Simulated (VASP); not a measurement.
# ZnS (Wurtzite-2H) (P6_3mc) in VASP: further runs

The runs below take ZnS (Wurtzite-2H) through single point, with PBE+D4.

Everything below comes from runs of VASP 6.6.1. Logs are shortened: lines on timing, memory, paths and dates and some standing lists are left out, and cuts for length are marked.

**Experimental background.**

A printed reference work, monograph reports, for a bulk crystal of ZnS at 4 K: band gap 3.911 eV (direct).

The results are compared with them further down.

## (1) The cell of the first run

It takes space group P6_3mc (No. 186, hexagonal). Conventional cell: a = 3.759 Å, b = 3.759 Å, c = 6.150 Å, α = 90.00°, β = 90.00°, γ = 120.00°. Zn (site symmetry 3m) has 4 S at 2.28 to 2.37 Å within 3.0 Å. Within 3.0 Å of S (site symmetry 3m) lie 4 Zn at 2.28 to 2.37 Å.

## (2) Single point, PBE+D4

Contents of INCAR:

```
ALGO = Normal ; EDIFF = 1E-6
ENCUT = 520 ; GGA = PE
ISIF = 2 ; ISMEAR = 0
IVDW = 13 ; LASPH = True
LCHARG = True ; LELF = True
LREAL = False ; LVHAR = True
LWAVE = False ; NBANDS = 26
NELM = 80 ; PREC = Accurate
SIGMA = 0.01
```

Contents of KPOINTS:

```
k-points
0
Gamma
  6 6 3
```

Contents of POSCAR:

```
ZnS
1.0
    3.7594936861      0.0000000000      0.0000000000
   -1.8797468431      3.2558172212      0.0000000000
    0.0000000000      0.0000000000      6.1497464286
Zn S
2 2
Direct
    0.3333333333      0.6666666667      0.0000000000
    0.6666666667      0.3333333333      0.5000000000
    0.3333333333      0.6666666667      0.3850000000
    0.6666666667      0.3333333333      0.8850000000
```

Potentials or basis: VASP PAW PBE potentials, release 64 (Zn, S).

The run is started by

```bash
> cat potpaw_PBE.64/Zn/POTCAR potpaw_PBE.64/S/POTCAR > POTCAR
> mpirun -np 1 vasp_std > vasp.out
```

OUTCAR:

```text
EDIFF = 1E-6
   ENCUT = 520
   GGA = PE
   ISIF = 2
   ISMEAR = 0
   IVDW = 13
   LASPH = True
   LREAL = False
   NELM = 80
   PREC = Accurate

 ion  position               nearest neighbor table
   1  0.333  0.667  0.000-   4 2.28   4 2.28   4 2.28   3 2.37
   2  0.667  0.333  0.500-   3 2.28   3 2.28   3 2.28   4 2.37
   3  0.333  0.667  0.385-   2 2.28   2 2.28   2 2.28   1 2.37
   4  0.667  0.333  0.885-   1 2.28   1 2.28   1 2.28   2 2.37

  LATTYP: Found a hexagonal cell.
 ALAT       =     3.7594936861
 C/A-ratio  =     1.6357911310

  Lattice vectors:

 A1 = (   3.7594936861,   0.0000000000,   0.0000000000)
 A2 = (  -1.8797468431,   3.2558172212,   0.0000000000)
 A3 = (   0.0000000000,   0.0000000000,   6.1497464286)

Analysis of symmetry for initial positions (statically):
=====================================================================
 Subroutine PRICEL returns:
 Original cell was already a primitive cell.

 Routine SETGRP: Setting up the symmetry group for a
 hexagonal supercell.

 Subroutine GETGRP returns: Found 12 space group operations
 (whereof  6 operations were pure point group operations)
 out of a pool of 24 trial point group operations.

The static configuration has the point symmetry C_3v.
 The point group associated with its full space group is C_6v.

Analysis of symmetry for dynamics (positions and initial velocities):
=====================================================================
 Subroutine PRICEL returns:
 Original cell was already a primitive cell.

 Routine SETGRP: Setting up the symmetry group for a
 hexagonal supercell.

 Subroutine GETGRP returns: Found 12 space group operations
 (whereof  6 operations were pure point group operations)
 out of a pool of 24 trial point group operations.

The dynamic configuration has the point symmetry C_3v.
 The point group associated with its full space group is C_6v.

 Subroutine INISYM returns: Found 12 space group operations
 (whereof  6 operations are pure point group operations),
 and found     1 'primitive' translations

----------------------------------------------------------------------------------------

                                     Primitive cell

  volume of cell :      75.2743

  direct lattice vectors                    reciprocal lattice vectors
     3.759493686  0.000000000  0.000000000     0.265993265  0.153571274  0.000000000
    -1.879746843  3.255817221  0.000000000     0.000000000  0.307142549  0.000000000
     0.000000000  0.000000000  6.149746429     0.000000000  0.000000000  0.162608331

  length of vectors
     3.759493686  3.759493845  6.149746429     0.307142562  0.307142549  0.162608331

  position of ions in fractional coordinates (direct lattice)
     0.333333333  0.666666667  0.000000000
     0.666666667  0.333333333  0.500000000
     0.333333333  0.666666667  0.385000000
     0.666666667  0.333333333  0.885000000

  ion indices of the primitive-cell ions
   primitive index   ion index
                 1           1
                 2           2
                 3           3
                 4           4

----------------------------------------------------------------------------------------

 KPOINTS: k-points

Automatic generation of k-mesh.
 Grid dimensions read from file:
 generate k-points for:    6    6    3

 Generating k-lattice:

  Cartesian coordinates                     Fractional coordinates (reciprocal lattice)
     0.044332211  0.025595212  0.000000000     0.166666667 -0.000000000  0.000000000
     0.000000000  0.051190425  0.000000000     0.000000000  0.166666667  0.000000000
     0.000000000  0.000000000  0.054202777     0.000000000  0.000000000  0.333333333

  Length of vectors
     0.051190427  0.051190425  0.054202777

  Shift w.r.t. Gamma in fractional coordinates (k-lattice)
     0.000000000  0.000000000  0.000000000

 Subroutine IBZKPT returns following result:
 ===========================================

 Found     14 irreducible k-points:

 Following reciprocal coordinates:
            Coordinates               Weight
[... 53 lines left out ...]
     25      12.4004      0.00000
     26      12.4008      0.00000

 k-point     8 :       0.0000    0.0000    0.3333
  band No.  band energies     occupation
      1     -10.7144      2.00000
      2     -10.2191      2.00000
      3      -3.9771      2.00000
      4      -3.9771      2.00000
      5      -3.9429      2.00000
      6      -3.9429      2.00000
[... 18 lines left out ...]
     25       9.6440      0.00000
     26      10.6095      0.00000

 k-point     9 :       0.1667    0.0000    0.3333
  band No.  band energies     occupation
      1     -10.5305      2.00000
      2     -10.0764      2.00000
      3      -4.0091      2.00000
      4      -3.9538      2.00000
      5      -3.9264      2.00000
      6      -3.8848      2.00000
[... 18 lines left out ...]
     25      10.4700      0.00000
     26      10.7363      0.00000

 k-point    10 :       0.3333    0.0000    0.3333
  band No.  band energies     occupation
      1     -10.1010      2.00000
      2      -9.7812      2.00000
      3      -4.0116      2.00000
      4      -3.9394      2.00000
      5      -3.8322      2.00000
      6      -3.7632      2.00000
[... 18 lines left out ...]
     25      11.4838      0.00000
     26      12.1392      0.00000

 k-point    11 :       0.5000    0.0000    0.3333
  band No.  band energies     occupation
      1      -9.8255      2.00000
      2      -9.6491      2.00000
      3      -3.9893      2.00000
      4      -3.9094      2.00000
      5      -3.7928      2.00000
      6      -3.7022      2.00000
[... 18 lines left out ...]
     25      12.6526      0.00000
     26      12.8456      0.00000

 k-point    12 :       0.1667    0.1667    0.3333
  band No.  band energies     occupation
      1     -10.2202      2.00000
      2      -9.8555      2.00000
      3      -3.9856      2.00000
      4      -3.9303      2.00000
      5      -3.8507      2.00000
      6      -3.8427      2.00000
[... 18 lines left out ...]
     25      10.7150      0.00000
     26      11.7254      0.00000

 k-point    13 :       0.3333    0.1667    0.3333
  band No.  band energies     occupation
      1      -9.8369      2.00000
      2      -9.6483      2.00000
      3      -3.9246      2.00000
      4      -3.8531      2.00000
      5      -3.7895      2.00000
      6      -3.7056      2.00000
[... 18 lines left out ...]
     25      11.8224      0.00000
     26      12.1491      0.00000

 k-point    14 :       0.3333    0.3333    0.3333
  band No.  band energies     occupation
      1      -9.6412      2.00000
      2      -9.6412      2.00000
      3      -3.8538      2.00000
      4      -3.7721      2.00000
      5      -3.7721      2.00000
      6      -3.6960      2.00000
[... 18 lines left out ...]
     25      12.5114      0.00000
     26      12.6134      0.00000

------------------------ aborting loop because EDIFF is reached ----------------------------------------

  DFT-D4 for vdW energy calculation

  Edisp (eV):   -1.28429

  FORCE on cell =-STRESS in cart. coord.  units (eV):
  Direction    XX          YY          ZZ          XY          YZ          ZX
  --------------------------------------------------------------------------------------
  -------------------------------------------------------------------------------------
  Total       1.90921     1.90921     0.65851    -0.00000     0.00000     0.00000
  in kB      40.63658    40.63658    14.01609    -0.00000     0.00000     0.00000
  external pressure =       31.76 kB  Pullay stress =        0.00 kB

 VOLUME and BASIS-vectors are now :
 -----------------------------------------------------------------------------
  energy-cutoff  :      520.00
  volume of cell :       75.27
      direct lattice vectors                 reciprocal lattice vectors
     3.759493686  0.000000000  0.000000000     0.265993265  0.153571274  0.000000000
    -1.879746843  3.255817221  0.000000000     0.000000000  0.307142549  0.000000000
     0.000000000  0.000000000  6.149746429     0.000000000  0.000000000  0.162608331

 POSITION                                       TOTAL-FORCE (eV/Angst)
 -----------------------------------------------------------------------------------
     -0.00000      2.17054      0.00000        -0.000000      0.000000      0.379433
      1.87975      1.08527      3.07487         0.000000     -0.000000      0.379433
     -0.00000      2.17054      2.36765         0.000000     -0.000000     -0.379433
      1.87975      1.08527      5.44253        -0.000000      0.000000     -0.379433
 -----------------------------------------------------------------------------------
    total drift:                               -0.000001     -0.000001      0.000916

  FREE ENERGIE OF THE ION-ELECTRON SYSTEM (eV)
  ---------------------------------------------------
  free  energy   TOTEN  =       -14.8499169458 eV

  energy  without entropy=      -14.8499169458  energy(sigma->0) =      -14.84991695
```

Run time: 29 s. Hardware: 1 thread of Intel Xeon 6975P-C, shared host; peak memory 0.19 GiB.

What came out:

* Free energy: -14.8499 eV
* Pressure: 3.2 GPa
* Largest force: 0.379 eV/Å
* Band gap on the k mesh: 2.45 eV, direct
* Dispersion energy per atom: -0.321 eV

Forces in eV/Å, atoms in the order of the input:
```
Zn   0.000  0.000  0.379
Zn   0.000  0.000  0.379
S    0.000  0.000 -0.379
S    0.000  0.000 -0.379
```

Expect the measured gap to be larger: semilocal functionals such as PBE lack the derivative discontinuity.

## (3) Single point, PBE+D4

This run uses another cell than the first one, of 19.60 Å³/atom, 1.042 times its volume.

Contents of INCAR:

```
ALGO     = Normal         # electronic algorithm
EDIFF    = 1E-6           # SCF threshold, eV
ENCUT    = 520            # plane-wave cutoff, eV
GGA      = PE             # functional
ISIF     = 2              # what is computed and relaxed
ISMEAR   = 0              # smearing method
IVDW     = 13             # dispersion correction
LASPH    = T              # aspherical terms in the spheres
LCHARG   = F              # write CHGCAR
LREAL    = F              # projectors in reciprocal space
LWAVE    = F              # write WAVECAR
NBANDS   = 26             # bands
NELM     = 60             # most SCF steps
PREC     = Accurate       # precision mode
SIGMA    = 0.01           # smearing width, eV
```

KPOINTS is that of step 2.

Contents of POSCAR:

```
ZnS
1.0
    3.8110000000      0.0000000000      0.0000000000
   -1.9055000000      3.3004230000      0.0000000000
    0.0000000000      0.0000000000      6.2340000000
Zn S
2 2
Direct
    0.3333333333      0.6666666667      0.0000000000
    0.6666666667      0.3333333333      0.5000000000
    0.3333333333      0.6666666667      0.3850000000
    0.6666666667      0.3333333333      0.8850000000
```

Potentials or basis: VASP PAW PBE potentials, release 64 (Zn, S).

The run is started by

```bash
> cat potpaw_PBE.64/Zn/POTCAR potpaw_PBE.64/S/POTCAR > POTCAR
> mpirun -np 1 vasp_std > vasp.out
```

It took 29 s on 1 thread of Intel Xeon 6975P-C, shared host; peak memory 0.19 GiB.

The run converged. Its results:

| Property | Result |
| --- | --- |
| Free energy | -14.8787 eV |
| Pressure | -0.2 GPa |
| Largest force | 0.327 eV/Å |
| Band gap on the k mesh | 2.25 eV, direct |
| Dispersion energy per atom | -0.307 eV |

Forces on the atoms (eV/Å):
```
Zn   0.000  0.000  0.327
Zn   0.000  0.000  0.327
S    0.000  0.000 -0.327
S    0.000  0.000 -0.327
```

Stress tensor (GPa, compression positive):
```
 0.49  0.00  0.00
 0.00  0.49  0.00
 0.00  0.00 -1.52
```

Levels at points of the mesh, in eV from the valence-band top:
```
           k point  band 15  band 16  band 17  band 18  band 19  band 20  band 21  band 22
(0.00, 0.00, 0.00)    -0.86    -0.01    -0.01     0.00     2.25     3.00     6.30     6.30
(0.50, 0.00, 0.00)    -3.16    -2.25    -1.56    -0.98     3.62     4.27     5.18     7.14
```

## (4) Single point, PBE+D4

This run uses another cell than the first one, of 20.39 Å³/atom, 1.083 times its volume.

Contents of INCAR:

```
SYSTEM = ZnS
PREC = Accurate
ENCUT = 520
EDIFF = 1E-6
ISMEAR = 0
SIGMA = 0.01
LREAL = .FALSE.
LASPH = .TRUE.
NELM = 80
ALGO = Normal
ISIF = 2
LWAVE = .FALSE.
LCHARG = .FALSE.
GGA = PE
IVDW = 13
NBANDS = 26
```

Contents of KPOINTS:

```
regular mesh
0
G
  6 6 3
  0 0 0
```

Contents of POSCAR:

```
ZnS
1.0
    3.8611504880      0.0000000000      0.0000000000
   -1.9305752440      3.3438545990      0.0000000000
    0.0000000000      0.0000000000      6.3160357234
Zn S
2 2
Direct
    0.3333333333      0.6666666667      0.0000000000
    0.6666666667      0.3333333333      0.5000000000
    0.3333333333      0.6666666667      0.3850000000
    0.6666666667      0.3333333333      0.8850000000
```

The run is started by

```bash
> cat potpaw_PBE.64/Zn/POTCAR potpaw_PBE.64/S/POTCAR > POTCAR
> mpirun -np 1 vasp_std > vasp.out
```

Run time: 34 s. Hardware: 1 thread of Intel Xeon 6975P-C, shared host; peak memory 0.2 GiB.

Results (log left out):

```yaml
Free_energy: -14.8484 eV
Pressure: -2.9 GPa
Largest_force: 0.282 eV/Å
Band_gap_on_the_k_mesh: 2.07 eV, direct
Dispersion_energy_per_atom: -0.295 eV
```

Forces in eV/Å, atoms in the order of the input:
```
Zn   0.000  0.000  0.282
Zn   0.000  0.000  0.282
S    0.000  0.000 -0.282
S    0.000  0.000 -0.282
```

Stress tensor (GPa, compression positive):
```
-2.39  0.00  0.00
 0.00 -2.39  0.00
 0.00  0.00 -3.86
```

Levels at points of the mesh, in eV from the valence-band top:
```csv
k point,band 14,band 15,band 16,band 17,band 18,band 19,band 20,band 21,band 22,band 23
"(0.00, 0.00, 0.00)",-0.81,-0.81,-0.02,-0.02,0.00,2.07,2.92,6.32,6.32,6.62
"(0.50, 0.00, 0.00)",-4.06,-2.98,-2.12,-1.46,-0.93,3.64,4.15,5.21,7.15,7.25
```

## (5) Single point, PBE+D4

This run uses another cell than the first one, of 21.17 Å³/atom, 1.125 times its volume.

Contents of INCAR:

```
PREC = Accurate
ENCUT = 520
EDIFF = 1E-7
ISMEAR = 0
SIGMA = 0.01
LREAL = False
LASPH = True
NELM = 100
ALGO = Normal
ISIF = 2
LWAVE = False
LCHARG = False
GGA = PE
IVDW = 13
NBANDS = 26
```

Contents of KPOINTS:

```
regular mesh
0
Gamma
  6 6 3
```

Contents of POSCAR:

```
ZnS
1.0
    3.9100309997      0.0000000000      0.0000000000
   -1.9550154998      3.3861863663      0.0000000000
    0.0000000000      0.0000000000      6.3959940309
Zn S
2 2
Direct
    0.3333333333      0.6666666667      0.0000000000
    0.6666666667      0.3333333333      0.5000000000
    0.3333333333      0.6666666667      0.3850000000
    0.6666666667      0.3333333333      0.8850000000
```

The run is started by

```bash
> cat potpaw_PBE.64/Zn/POTCAR potpaw_PBE.64/S/POTCAR > POTCAR
> mpirun -np 1 vasp_std > vasp.out
```

Wall time 33 s (1 thread of Intel Xeon 6975P-C, shared host); peak memory 0.2 GiB.

It converged, with:

```yaml
Free_energy: -14.7706 eV
Pressure: -5.1 GPa
Largest_force: 0.242 eV/Å
Band_gap_on_the_k_mesh: 1.89 eV, direct
Dispersion_energy_per_atom: -0.283 eV
```

Forces in eV/Å, atoms in the order of the input:
```
Zn   0.000  0.000  0.242
Zn   0.000  0.000  0.242
S    0.000  0.000 -0.242
S    0.000  0.000 -0.242
```

Stress tensor (GPa, compression positive):
```
-4.71  0.00  0.00
 0.00 -4.71  0.00
 0.00  0.00 -5.73
```

Levels at points of the mesh, in eV from the valence-band top:
```csv
k point,band 16,band 17,band 18,band 19,band 20,band 21
"(0.00, 0.00, 0.00)",-0.03,-0.03,0.00,1.89,2.84,6.33
"(0.50, 0.00, 0.00)",-2.00,-1.36,-0.88,3.64,4.04,5.22
```

## (6) Single point, PBE+D4

This run uses another cell than the first one, of 21.95 Å³/atom, 1.167 times its volume.

Contents of INCAR:

```
SYSTEM = ZnS
PREC = Accurate
ENCUT = 520
EDIFF = 1E-7
ISMEAR = 0
SIGMA = 0.01
LREAL = .FALSE.
LASPH = .TRUE.
NELM = 60
ALGO = Normal
ISIF = 2
LWAVE = .FALSE.
LCHARG = .FALSE.
GGA = PE
IVDW = 13
NBANDS = 26
```

Contents of KPOINTS:

```
regular mesh
0
G
  6 6 3
  0 0 0
```

Contents of POSCAR:

```
ZnS
1.0
    3.9577190044      0.0000000000      0.0000000000
   -1.9788595022      3.4274853922      0.0000000000
    0.0000000000      0.0000000000      6.4740016462
Zn S
2 2
Direct
    0.3333333333      0.6666666667      0.0000000000
    0.6666666667      0.3333333333      0.5000000000
    0.3333333333      0.6666666667      0.3850000000
    0.6666666667      0.3333333333      0.8850000000
```

Potentials or basis: VASP PAW PBE potentials, release 64 (Zn, S).

The run is started by

```bash
> cat potpaw_PBE.64/Zn/POTCAR potpaw_PBE.64/S/POTCAR > POTCAR
> mpirun -np 1 vasp_std > vasp.out
```

Wall time 36 s (1 thread of Intel Xeon 6975P-C, shared host); peak memory 0.2 GiB.

It converged, with:

```yaml
Free_energy: -14.6545 eV
Pressure: -6.8 GPa
Largest_force: 0.206 eV/Å
Band_gap_on_the_k_mesh: 1.73 eV, direct
Dispersion_energy_per_atom: -0.272 eV
```

Forces in eV/Å, atoms in the order of the input:
```
Zn   0.000  0.000  0.206
Zn   0.000  0.000  0.206
S    0.000  0.000 -0.206
S    0.000  0.000 -0.206
```

Stress tensor (GPa, compression positive):
```
-6.58  0.00  0.00
 0.00 -6.58  0.00
 0.00  0.00 -7.21
```

Levels at points of the mesh, in eV from the valence-band top:
```tsv
k point	band 14	band 15	band 16	band 17	band 18	band 19	band 20	band 21	band 22	band 23
(0.00, 0.00, 0.00)	-0.74	-0.74	-0.04	-0.04	0.00	1.73	2.76	6.34	6.34	6.61
(0.50, 0.00, 0.00)	-3.80	-2.67	-1.89	-1.28	-0.84	3.64	3.93	5.24	6.93	7.15
```

As with any semilocal functional, this PBE gap is likely too small.

## (7) Summary

| cell | gap on the mesh (eV) | pressure (GPa) | largest force (eV/Å) |
| --- | --- | --- | --- |
| a = 3.759, b = 3.759, c = 6.150 Å, angles 90.0, 90.0, 120.0°, 4 atoms | 2.45 | 3.2 | 0.38 |
| a = 3.811, b = 3.811, c = 6.234 Å, angles 90.0, 90.0, 120.0°, 4 atoms | 2.25 | -0.2 | 0.33 |
| a = 3.861, b = 3.861, c = 6.316 Å, angles 90.0, 90.0, 120.0°, 4 atoms | 2.07 | -2.9 | 0.28 |
| a = 3.910, b = 3.910, c = 6.396 Å, angles 90.0, 90.0, 120.0°, 4 atoms | 1.89 | -5.1 | 0.24 |
| a = 3.958, b = 3.958, c = 6.474 Å, angles 90.0, 90.0, 120.0°, 4 atoms | 1.73 | -6.8 | 0.21 |

Alike in all rows: task single point; level PBE+D4; potentials or basis VASP PAW PBE potentials, release 64 (Zn, S); no spin polarisation; k mesh 6 × 6 × 3; cutoff (eV) 520; smearing gaussian 0.01 eV.

Absolute energies hang on the potentials; compare differences alone.

## (8) Against experiment

Step 3. Against the measured gap of ZnS, 3.911 eV (direct; 4 K; a printed reference work, monograph), the calculated 2.25 eV is off by -1.66 eV. The value is that of PBE+D4, without temperature or zero-point motion. Semilocal functionals fall short of measured gaps as a rule.

Step 4. Measured gap of ZnS: 3.911 eV (direct; 4 K; a printed reference work, monograph). This calculation gives 2.07 eV (-1.84 eV). The value is that of PBE+D4, without temperature or zero-point motion. Semilocal functionals fall short of measured gaps as a rule.
